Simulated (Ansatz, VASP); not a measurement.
## B in VASP and in Ansatz

```
B
1.0
     0.00000    2.85619    2.85619
     2.85619    0.00000    2.85619
     2.85619    2.85619    0.00000
B
8
Direct
  0.00000 0.00000 0.00000
  0.00000 0.00000 0.50000
  0.00000 0.50000 0.00000
  0.00000 0.50000 0.50000
  0.50000 0.00000 0.00000
  0.50000 0.00000 0.50000
  0.50000 0.50000 0.00000
  0.50000 0.50000 0.50000
```

Alike in both runs: task single point; functional PBEsol; k mesh 8 × 8 × 8; occupations gaussian, width 0.1 eV; no spin polarisation.

```csv
,VASP,Ansatz
version,VASP 6.6.1,Ansatz 0.2.0
potentials or method,"VASP PAW PBE potentials, release 64 (B)","scalar-relativistic, plane waves, PAW"
plane-wave cutoff (eV),520,420
valence electrons in the cell,24,24
```

Ansatz gave:

```
gap on the k mesh at the Fermi level (eV) : none
pressure (GPa)                            : -0.6
```

Problem. Which values does VASP return?

Solution. gap on the k mesh at the Fermi level (eV): none; pressure (GPa): -0.2.

A gap of «none» marks a metal or a gap that the smearing closes. With one functional, cell and mesh, what is left measures potentials, basis and numerics.

Caveats: the PAW data sets were made with another functional, which shifts forces and pressure a little (VASP).
